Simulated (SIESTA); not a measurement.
The system is TiO2.

```
Ti O
1.0
     6.15358   -1.88347    0.00000
     6.15358    1.88347    0.00000
    -1.92833    0.00000    6.32897
Ti O
4 8
Direct
  0.90007 0.90007 0.28960
  0.19529 0.19529 0.28376
  0.09993 0.09993 0.71040
  0.80471 0.80471 0.71624
  0.36193 0.36193 0.29340
  0.26349 0.26349 0.65250
  0.86719 0.86719 0.99529
  0.73651 0.73651 0.34750
  0.94165 0.94165 0.63002
  0.13281 0.13281 0.00471
  0.63807 0.63807 0.70660
  0.05835 0.05835 0.36998
```

The cell comes from a database or a generator and needn't be the stable form of this composition.

Base run:

- Program: SIESTA 5.4.2
- Functional: PBE
- Potentials or basis: PseudoDojo 0.4 standard (PBE files)
- Basis: TZDP (energy shift 0.002 Ry)
- Grid cutoff: 800 Ry
- Energy shift: 0.002 Ry
- k mesh: 6 × 6 × 3
- Occupations: fermi-dirac, width 0.05 eV
- Spin: no spin polarisation

Its results: band gap on the k mesh 2.71 eV, indirect (least direct gap 2.84 eV); pressure 0.4 GPa; largest force 0.094 eV/Å.

After a change of settings the same cell gave: band gap on the k mesh 2.63 eV, indirect (least direct gap 2.75 eV); pressure 5.5 GPa; largest force 0.214 eV/Å. Which change was it?
A. functional from PBE to vdW-DF; basis from TZDP (energy shift 0.002 Ry) to DZP (energy shift 0.002 Ry)
B. basis from TZDP (energy shift 0.002 Ry) to SZP (energy shift 0.002 Ry)
C. basis from TZDP (energy shift 0.002 Ry) to TZDP (energy shift 0.02 Ry); energy shift from 0.002 Ry to 0.02 Ry

A.

Caveats: semicore shells carry a single zeta, which can move pressures by several GPa and volumes by a few percent; the basis of atomic orbitals isn't converged, which shifts pressures, moduli and gaps; the potentials were made for another functional, which shifts forces and pressure (some runs).
